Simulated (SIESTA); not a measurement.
# La under changes of volume

One of the cells (39.086 Å³/atom); the others are scaled copies at fixed shape and fractional positions:

```xyz
1
Lattice="-2.1379 2.1379 2.1379 2.1379 -2.1379 2.1379 2.1379 2.1379 -2.1379" Properties=species:S:1:pos:R:3 pbc="T T T"
La    0.0000    0.0000    0.0000
```

This isn't the form of La at room conditions, which is double hcp.

```yaml
Program: SIESTA 5.4.2
Functional: PBE
Potentials_or_basis: PseudoDojo 0.4 standard (PBE files)
Basis: DZP (energy shift 0.003 Ry; two zetas on semicore shells)
Grid_cutoff: 800 Ry
Energy_shift: 0.003 Ry
k_mesh: 9 × 9 × 9
Occupations: fermi-dirac, width 0.05 eV
Spin: no spin polarisation
```

```tsv
volume (Å³/atom)	energy over the lowest point (meV/atom)	pressure (GPa)
36.020	37.25	3.5
36.787	?	?
37.553	12.12	1.9
39.086	0.98	0.6
39.852	0.00	0.0
40.619	1.81	-0.6
```

What does the run at 36.787 Å³/atom give?

Energy over the lowest point 22.72 meV/atom; pressure 2.7 GPa.

Worked out: A Birch-Murnaghan fit of order 3 (a polynomial in V^(-2/3)) to the other rows has its minimum at 39.73 Å³/atom with B0 = V·E''(V) = 30 GPa and B' = 3.0. It gives 22.79 meV/atom at 36.787 Å³/atom, against the run's 22.72, and -dE/dV = 2.6 GPa, against 2.7.

Energies are extrapolated to zero smearing.

Caveats: the basis of atomic orbitals isn't converged, which shifts pressures, moduli and gaps.
